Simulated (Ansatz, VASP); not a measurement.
# Two plane-wave programs on AlN

```
Al N
1.0
     3.08862    0.00000   -0.30886
    -1.54431    2.67482    0.15443
    -0.49436    0.00000    4.81159
Al N
2 2
Direct
  0.34463 0.66587 0.00120
  0.67876 0.33413 0.50120
  0.32646 0.67630 0.38380
  0.65016 0.32370 0.88380
```

Change from the starting cell: engineering shear strain xz -0.2000, normal strain along z -0.0267.

Alike in both runs: functional LDA; k mesh 9 × 9 × 6; occupations gaussian, width 0.05 eV; no spin polarisation.

Ansatz relaxed the structure, and its values are those at the end. VASP's run is a single point on that final structure, the one shown.

```csv
,VASP,Ansatz
version,VASP 6.6.1,Ansatz 0.2.0
potentials or method,"VASP PAW LDA potentials, release 64 (Al, N)","scalar-relativistic, plane waves, PAW"
plane-wave cutoff (eV),520,520
valence electrons in the cell,16,16
```

|  | VASP | Ansatz | Ansatz less VASP |
| --- | --- | --- | --- |
| gap on the k mesh at the Fermi level (eV) | 3.50 | 3.49 | -0.005 |
| least direct gap on the mesh (eV) | 3.50 | 3.49 | -0.005 |
| pressure (GPa) | 7.3 | 6.6 | -0.73 |
| rms of the force components (eV/Å) | 0.014 | 0.000 | -0.0133 |

Ansatz warned: «pseudo_functional_mismatch».

Caveats: an odd mesh through Γ misses points on the zone boundary, where band edges often lie.
